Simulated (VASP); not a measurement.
Set up this calculation in VASP 6.6.1, as the native input.

| Item | Value |
| --- | --- |
| Task | single point |
| Functional | PBE |
| Potentials or basis | VASP PAW PBE potentials, release 64 (Sn_d, Se) |
| Cutoff | 520 eV |
| k mesh | 7 × 7 × 7 |
| Occupations | fermi-dirac, width 0.0107 eV |
| Spin | no spin polarisation |
| Dipole correction | no |
| Further INCAR settings | ALGO = Fast; EDIFF = 1e-06; NBANDS = 17 |

The structure of SnSe lies in POSCAR:

```
SnSe
1.0
    0.0000000000      3.0331350000      3.0331350000
    3.0331350000      0.0000000000      3.0331350000
    3.0331350000      3.0331350000      0.0000000000
Sn Se
1 1
Direct
    0.0000000000      0.0000000000      0.0000000000
    0.5000000000      0.5000000000      0.5000000000
```

Measurements of this composition are mostly on another form, of space group No. 62.

These files were run (other wordings do the same):

INCAR

```
SYSTEM = SnSe
PREC = Accurate ; ENCUT = 520
EDIFF = 1E-6 ; ISMEAR = -1
SIGMA = 0.0107 ; LREAL = .FALSE.
LASPH = .TRUE. ; NELM = 80
ALGO = Fast ; ISIF = 2
LWAVE = .FALSE. ; LCHARG = .FALSE.
GGA = PE ; NBANDS = 17
```

KPOINTS

```
Automatic mesh
0
G
  7 7 7
  0 0 0
```

Potentials or basis: VASP PAW PBE potentials, release 64 (Sn_d, Se).

Launch:

```bash
$ cat potpaw_PBE.64/Sn_d/POTCAR potpaw_PBE.64/Se/POTCAR > POTCAR
$ mpirun -np 1 vasp_std > vasp.out
```

Results of the run:

The pressure is -0.2 GPa.

Wall time 7.4 s on 1 thread of Intel(R) Xeon(R) 6975P-C (Granite Rapids), on a shared host, peak memory 0.17 GiB.
